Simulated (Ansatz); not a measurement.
SiNi3 (Pm-3m), a vibration from a frozen displacement

Computed with DFT PBEsol, scalar-relativistic, plane waves, PAW in Ansatz 0.2.0. Settings: plane waves to 420 eV, k-mesh 14×14×14 (Γ-centred), Gaussian smearing 0.15 eV. No spin polarisation. A magnetic state may lie lower. Energies are free energies at this smearing, counted from the undisturbed cell; pressure is positive in compression.

The starting cell (relaxed at this level; it needn't be the usual structure):

```
CELL_PARAMETERS angstrom
3.46125 0.00000 0.00000
0.00000 3.46125 0.00000
0.00000 0.00000 3.46125
ATOMIC_POSITIONS crystal
Si 0.00000 0.00000 0.00000
Ni 0.00000 0.50000 0.50000
Ni 0.50000 0.00000 0.50000
Ni 0.50000 0.50000 0.00000
```

Every Ni atom is moved by x along the Cartesian unit vector (0.000, 1.000, 0.000); the cell and all other atoms stay fixed. The cell's volume is 41.47 Å³; the moved atoms weigh 176.080 u together and the others 28.085 u. Some rows repeat others by symmetry and weren't run.

| x (Å) | ΔE (meV/cell) | total force on the moved atoms along the move (eV/Å) | pressure (GPa) |
| --- | --- | --- | --- |
| -0.5000 | 926.81 | 4.3053 | 14.5884 |
| -0.4375 | 681.76 | 3.5477 | 11.1251 |
| -0.3750 | 481.90 | 2.8595 | 8.1378 |
| -0.3125 | 322.82 | 2.2428 | 5.6243 |
| -0.2500 | 200.09 | 1.6953 | 3.5794 |
| -0.1875 | 109.58 | 1.2102 | 1.9974 |
| -0.1250 | 47.73 | 0.7763 | 0.8724 |
| -0.0625 | 11.78 | 0.3786 | 0.1996 |
| 0.0000 | 0.00 | 0.0000 | -0.0244 |
| 0.0625 | 11.78 | -0.3786 | 0.1996 |
| 0.1250 | 47.73 | -0.7763 | 0.8724 |
| 0.1875 | 109.58 | -1.2102 | 1.9974 |
| 0.2500 | 200.09 | -1.6953 | 3.5794 |
| 0.3125 | 322.82 | -2.2428 | 5.6243 |
| 0.3750 | 481.90 | -2.8595 | 8.1378 |
| 0.4375 | 681.76 | -3.5477 | 11.1251 |
| 0.5000 | 926.81 | -4.3053 | 14.5884 |

Question: What frequency belongs to this motion?

Answer: The force constant is k = −dF/dx = 6.058 eV/Å², from the parabola through x = -0.0625, 0 and 0.0625. In every cell the moved atoms swing against the rest, so the mass is μ = m₁m₂/(m₁ + m₂) = 24.222 u, and ν̃ = 521.5 cm⁻¹ × √(|k|/μ) = 261 cm⁻¹. The pattern needn't be a normal mode: ν̃² is then a weighted mean of the squared nonzero frequencies at the zone centre of this cell, so it lies between the lowest and the highest of them.

Question: How far does the harmonic law reach?

Answer: At x = -0.500 Å, kx²/2 = 757.20 meV against the computed 926.81 meV (+22.4 %): the well stiffens in this direction at large amplitude.

Question: The pressure changes with x². What does that say about the frequency under compression?

Answer: With E = k(V)x²/2, k ∝ V^(−2γ) and x scaling with the cell as V^(1/3), P − P0 = −∂E/∂V = (2γ − 2/3) ΔE/V. At x = 0.1250 Å, V(P − P0) = 41.47 × 0.89679 / 160.2 eV = 232.10 meV and ΔE = 47.73 meV, so γ = 1/3 + V(P − P0)/(2ΔE) = 2.76. This is the Grüneisen parameter of the motion under uniform scaling of the cell: shrinking the cell evenly by 1 % in volume raises the frequency by about 2.76 %.

In a metal these slopes depend on the k mesh and the smearing.

Cost: 9 runs of about 4.9 core-minutes in all, on Intel Xeon Platinum 8259CL (Skylake/Cascade Lake) (shared hosts).